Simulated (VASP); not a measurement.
Crystal: BeTe.

```xyz
2
Lattice="0.0000 2.7700 2.7700 2.7700 0.0000 2.7700 2.7700 2.7700 0.0000" Properties=species:S:1:pos:R:3 pbc="T T T"
Be    0.0000    0.0000    0.0000
Te    1.3850    1.3850    1.3850
```

The cell was built by a generator and needn't be a form met in nature.

```yaml
Program: VASP 6.6.1
Task: relaxation of cell and atoms
Functional: PBEsol
Potentials_or_basis: VASP PAW PBE potentials, release 64 (Be, Te)
Cutoff: 600 eV
k_mesh: 8 × 8 × 8
Occupations: gaussian, width 0.03 eV
Spin: no spin polarisation
```

At the start: pressure 2.5 GPa; volume 21.25 Å³/atom.

Q: How do energy, volume and symmetry change on relaxing?

A: Over 3 steps the energy falls by 6.5 meV/atom and the volume is 22.10 Å³/atom (+4.0 %); space group F-43m (No. 216, to 0.05 Å).

Step by step:
| step | energy change (eV) | largest force (eV/Å) | pressure (GPa) | volume (Å³) |
| --- | --- | --- | --- | --- |
| 1 | 0.0000 | 0.0000 | 2.54 | 42.51 |
| 2 | -0.0122 | 0.0000 | -0.55 | 44.61 |
| 3 | -0.0129 | 0.0000 | 0.00 | 44.19 |

Final structure:
```yaml
crystal:
  lattice:
    - [0.00000, 2.80614, 2.80614]
    - [2.80614, 0.00000, 2.80614]
    - [2.80614, 2.80614, 0.00000]
  atoms:
    - { symbol: Be, position: [0.00000, 0.00000, 0.00000] }
    - { symbol: Te, position: [0.25000, 0.25000, 0.25000] }
```

Caveat: the PAW data sets were made with another functional, which shifts forces and pressure a little.
